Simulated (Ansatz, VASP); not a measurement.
# AlN: VASP beside Ansatz

```xyz
4
Lattice="2.3007 2.3007 0.0000 -2.3007 2.3007 0.0000 0.0000 0.0000 4.6013" Properties=species:S:1:pos:R:3 pbc="T T T"
Al    0.0000    0.0000    0.0000
Al    0.0000    2.3007    2.3007
N     1.1503    1.1503    1.1503
N    -1.1503    1.1503    3.4510
```

Change from the starting cell: equal strain along all axes, cell held, atoms relaxed: +4.5 %.

Alike in both runs: task single point; functional PBE; k mesh 8 × 8 × 6; occupations gaussian, width 0.02 eV; no spin polarisation.

|  | VASP | Ansatz |
| --- | --- | --- |
| version | VASP 6.6.1 | Ansatz 0.2.0 |
| potentials or method | VASP PAW PBE potentials, release 64 (Al, N) | scalar-relativistic, plane waves, PAW |
| plane-wave cutoff (eV) | 520 | 420 |
| valence electrons in the cell | 16 | 16 |

|  | VASP | Ansatz | Ansatz less VASP |
| --- | --- | --- | --- |
| gap on the k mesh at the Fermi level (eV) | 2.88 | 2.88 | -0.001 |
| least direct gap on the mesh (eV) | 2.88 | 2.88 | -0.001 |
| pressure (GPa) | -19.8 | -19.6 | +0.23 |

Caveats: so large a pressure means that the cell lies far from this level's equilibrium, or that cutoff or potentials fall short (VASP). A k mesh can miss the band edges.
